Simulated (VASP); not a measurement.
Write the native input for VASP 6.6.1 that does the following.

```yaml
Task: work function
Functional: PBE
Potentials_or_basis: VASP PAW PBE potentials, release 64 (Ba_sv)
Cutoff: 520 eV
k_mesh: 8 × 8 × 1
Occupations: fermi-dirac, width 0.05 eV
Spin: no spin polarisation
Dipole_correction: yes
Further_INCAR_settings: ALGO = Normal; EDIFF = 1e-06; EFIELD = 0
```

The structure of Ba lies in POSCAR:

```
Ba
1.0
    3.9100000000      0.0000000000      0.0000000000
   -1.9550000000      3.6500000000      0.0000000000
    0.0000000000      0.0000000000     20.7000000000
Ba
2
Direct
    0.0000000000      0.0000000000      0.3623188406
    0.0000000000      0.0000000000      0.6376811594
```

The slab is cut from a database's or a generator's crystal, which needn't be the stable form of the element.

These files were run (other wordings do the same):

INCAR

```
ALGO     = Normal         # electronic algorithm
DIPOL    = 0.5 0.5 0.500
EDIFF    = 1E-6           # SCF threshold, eV
EFIELD   = 0            
ENCUT    = 520            # plane-wave cutoff, eV
GGA      = PE             # functional
IDIPOL   = 3            
ISIF     = 2              # what is computed and relaxed
ISMEAR   = -1             # smearing method
LASPH    = True           # aspherical terms in the spheres
LCHARG   = False          # write CHGCAR
LDIPOL   = True         
LREAL    = False          # projectors in reciprocal space
LVACPOTAV= True         
LVHAR    = True         
LWAVE    = False          # write WAVECAR
NELM     = 80             # most SCF steps
PREC     = Accurate       # precision mode
SIGMA    = 0.05           # smearing width, eV
```

KPOINTS

```
k-points
0
Gamma
  8 8 1
```

Potentials or basis: VASP PAW PBE potentials, release 64 (Ba_sv).

Launch:

```sh
$ cat potpaw_PBE.64/Ba_sv/POTCAR > POTCAR
$ mpirun -np 1 vasp_std > vasp.out
```

It gave:

The largest force is 0.193 eV/Å. The band gap on the k mesh is none (metal or under the smearing width), the work function of the upper face is 2.51 eV and the work function of the lower face is 2.51 eV.

It took 100 s on 1 thread of Intel(R) Xeon(R) Platinum 8488C (Sapphire Rapids), with other jobs on the host, peak memory 0.42 GiB.
